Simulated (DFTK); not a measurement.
## SnTe under changes of volume

One of the cells (31.281 Å³/atom); the others are scaled copies at fixed shape and fractional positions:

```
CELL_PARAMETERS angstrom
0.00000 3.15085 3.15085
3.15085 0.00000 3.15085
3.15085 3.15085 0.00000
ATOMIC_POSITIONS crystal
Te 0.50000 0.50000 0.50000
Sn 0.00000 0.00000 0.00000
```

| Item | Value |
| --- | --- |
| Program | DFTK 0.8.2 |
| Functional | LDA |
| Potentials or basis | cp2k.nc.sr.lda.v0_1.largecore.gth (LDA, GTH) |
| Cutoff | 735 eV |
| k mesh | 7 × 7 × 7 |
| Occupations | fermi-dirac, width 0.05 eV |
| Spin | no spin polarisation |

```tsv
volume (Å³/atom)	energy over the lowest point (meV/atom)	pressure (GPa)
29.404	3.35	1.4
30.030	0.00	0.3
30.656	0.77	-0.7
31.281	5.22	-1.6
31.907	12.95	-2.4
32.532	?	?
33.158	36.94	-3.7
```

What does the run at 32.532 Å³/atom give?

Energy over the lowest point 23.63 meV/atom; pressure -3.1 GPa.

Worked out: A Birch-Murnaghan fit of order 3 (a polynomial in V^(-2/3)) to the other rows has its minimum at 30.22 Å³/atom with B0 = V·E''(V) = 49 GPa and B' = 4.4. It gives 23.62 meV/atom at 32.532 Å³/atom, against the run's 23.63, and -dE/dV = -3.1 GPa, against -3.1.

Energies are extrapolated to zero smearing.

Caveats: GTH potentials come without recommended cutoffs, and this one wasn't checked for convergence.
